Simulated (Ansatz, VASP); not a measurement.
AlN: VASP beside Ansatz

```
CELL_PARAMETERS angstrom
0.00000 2.07442 2.07442
2.07442 0.00000 2.07442
2.07442 2.07442 0.00000
ATOMIC_POSITIONS crystal
Al 0.50000 0.50000 0.50000
N 0.00000 0.00000 0.00000
```

Change from the starting cell: volume scaled by 1.06.

Alike in both runs: task single point; functional PBEsol; k mesh 11 × 11 × 11; occupations fermi-dirac, width 0.05 eV; no spin polarisation.

|  | VASP | Ansatz |
| --- | --- | --- |
| version | VASP 6.6.1 | Ansatz 0.2.0 |
| potentials or method | VASP PAW PBE potentials, release 64 (Al, N), cutoff 520 eV | all-electron LAPW, scalar-relativistic |

Ansatz gave:

- gap on the k mesh at the Fermi level (eV): 3.97
- least direct gap on the mesh (eV): 4.60
- pressure (GPa): -17.0

Task: Which values does VASP return?

Result: gap on the k mesh at the Fermi level (eV): 3.97; least direct gap on the mesh (eV): 4.60; pressure (GPa): -17.2.

Ansatz ran all-electron here, so the differences hold the error of VASP's frozen core and of both bases.

Caveats: an odd mesh through Γ misses points on the zone boundary, where band edges often lie; so large a pressure means that the cell lies far from this level's equilibrium, or that cutoff or potentials fall short (VASP); the potentials were made for another functional, which shifts forces and pressure (VASP).
